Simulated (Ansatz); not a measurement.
Input for Ansatz (plane-wave DFT, PAW):

```yaml
crystal:
  lattice:
    - [-1.8523757837, 1.8010031388, 2.6024909615]
    - [1.8523757837, -2.0119852732, 2.7535542479]
    - [1.8523757837, 2.0119852732, -2.7535542479]
  atoms:
    - { symbol: Na, position: [0.0, 0.0, 0.0] }
basis:
  ecutwfc: 420
kpoints:
  mp_grid: { grid: [14, 14, 14] }
hamiltonian:
  xc: pbesol
scf:
  occupations: { method: gaussian, width: 0.1 }
output:
  forces: true
  stress: true
  eigenvalues: true
  populations: true
```

It can be run as
```bash
ansatz run input.yaml --threads 1 --pin off --backend cpu --events-out ev --progress --plain --runs-dir out  # memory cap (--max-ram) not shown
```

Theory: Ansatz 0.2.0, DFT PBEsol, scalar-relativistic, plane waves, PAW.

From the run's log, abridged (final results; tables in files aren't shown):

```
SCF 1 converged in 6 iterations: F = -1475.865174 eV  dr2 = 1.37e-9
SCF converged after 6 iterations
Free energy (F): -1475.865174 eV
Harris-Foulkes:  -1475.865174 eV  (|F-HF|=2.30e-9)
Internal energy: -1475.862687 eV  (E = F + TS)
E sigma→0 (E₀):  -1475.863931 eV
Entropy (-TS):   -0.002487 eV (-2.487 meV/atom)
Fermi energy:    1.654852 eV
--- Per-component energies (eV) ---
  E_band       = -240.937742
  E_kinetic    = 120.120942
  E_local      = -1449.152468  (includes V_loc(G=0)·N_el)
  E_nonlocal   = 115.847777
  E_hartree    = 529.963511
  E_xc         = -37.605319
  E_vxc        = -48.604332  (∫ρ·V_xc dr)
  E_paw        = -253.455282  (= ΣΔE_a)
  E_vpaw       = -39.077799  (= ΣTr[D̂ρ^β])
  E_aug_tail   = -0.000025  (compensation charges beyond the density's cutoff)
  E_ewald      = -501.636517
  E_core_change = 0.054694  (= ΣΔE_core)
  E_smearing   = -0.002487  (= −TS)
--- Forces (eV/Å), atoms counted from 1 ---
  atom   1  Na     0.00000000     0.00000000     0.00000000
--- Stress (GPa, compression-positive) ---
        0.002676       0.000000       0.000000
        0.000000      -0.521817       0.541544
        0.000000       0.541544      -0.254169
  P = ⅓ Tr σ = -0.2578 GPa (-2.578 kbar)
--- Band table (eV; the first three rows and the last of 744) ---
  k-point 0: bands = ["-51.1019", "-23.1702", "-23.1698", "-23.1688", "-1.5962", "11.6415", "12.5978", "12.8936", "13.2519"]
  k-point 1: bands = ["-51.1018", "-23.1716", "-23.1706", "-23.1694", "-1.4839", "10.8651", "11.9985", "12.5069", "13.3210"]
  k-point 2: bands = ["-51.1015", "-23.1764", "-23.1722", "-23.1711", "-1.1485", "9.9054", "10.8566", "11.5473", "12.4745"]
  k-point 743: bands = ["-51.0996", "-23.2046", "-23.1818", "-23.1791", "3.3405", "3.9025", "7.8726", "8.4679", "9.0393"]
--- Löwdin populations: 1 site ---
  site symbol q [e]
     0     Na      8.9609
  spilling = 0.004343 (of n_electrons = 9.000000)
```

The run converged.